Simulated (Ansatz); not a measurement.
**LiCl: how the settings move a relaxation**

Question: which choices in the input matter for LiCl?

The COD entry's cell or inner coordinates are ideal or old and differ from later refinements, so a difference from it is no clean test against experiment.

Method: reference: DFT, PBEsol, PAW with Ansatz's default frozen-core files, scalar-relativistic; relaxation of cell and atoms, in Ansatz 0.2.0.

**1. The system as given**

It takes space group Fm-3m (No. 225, cubic). Conventional cell: a = 5.130 Å, b = 5.130 Å, c = 5.130 Å, α = 90.00°, β = 90.00°, γ = 90.00°. Li (site symmetry m-3m) has 6 Cl at 2.56 Å as nearest neighbours. Cl (site symmetry m-3m) has 6 Li at 2.56 Å as nearest neighbours.

As a file:

```xyz
2
Lattice="0.0000 2.5648 2.5648 2.5648 0.0000 2.5648 2.5648 2.5648 0.0000" Properties=species:S:1:pos:R:3 pbc="T T T"
Li    0.0000    0.0000    0.0000
Cl    2.5648    2.5648    2.5648
```

**2. The reference run**

File input.yaml:

```yaml
crystal:
  lattice:
    - [0.0, 2.56477, 2.56477]
    - [2.56477, 0.0, 2.56477]
    - [2.56477, 2.56477, 0.0]
  atoms:
    - { symbol: Li, position: [0.0, 0.0, 0.0] }
    - { symbol: Cl, position: [0.5, 0.5, 0.5] }
kpoints:
  mp_grid: { grid: [16, 16, 16] }
scf:
  occupations: { method: fermi_dirac, width: 0.1 }
hamiltonian:
  xc: pbesol
  pseudopotentials: { kind: paw }
relax:
  f_tol: 0.002
  max_steps: 80
  cell: {}
output:
  forces: true
  stress: true
```

On the command line:

```sh
ansatz run input.yaml --threads 1 --pin off --max-ram 2560MiB --backend cpu --events-out ev --progress --plain --runs-dir out
```

**3. A further run, with the input changed**

input.yaml: that of step 2 with these lines changed.

```diff
@@ -9,5 +9,5 @@
 kpoints:
-  mp_grid: { grid: [16, 16, 16] }
+  mp_grid: { grid: [8, 8, 8] }
 scf:
-  occupations: { method: fermi_dirac, width: 0.1 }
+  occupations: { method: fixed }
 hamiltonian:
@@ -22 +22,2 @@
   stress: true
+accuracy: high
```

(Steps that only read results are left out.)

What does the calculation give? Wanted: for each run, ending; energy change; pressure; gap; force.

The runs gave:

```
                                                               run     ending       energy change  pressure (GPa)  gap (eV)  force (eV/Å)  cycles   time
                                                         reference  converged                   0             0.0      6.35          0.00      20   13 s
1: mp_grid.grid [8, 8, 8], occupations.method fixed, accuracy high  converged  0.0 meV/atom (σ→0)             0.0      6.35          0.00      18  3.5 s
```

**Reading.** Changing the k-point mesh, smearing and accuracy level leaves the energy as it was (0.0 meV/atom). Cost: 18 SCF cycles against 20, 3.5 s against 13 s.
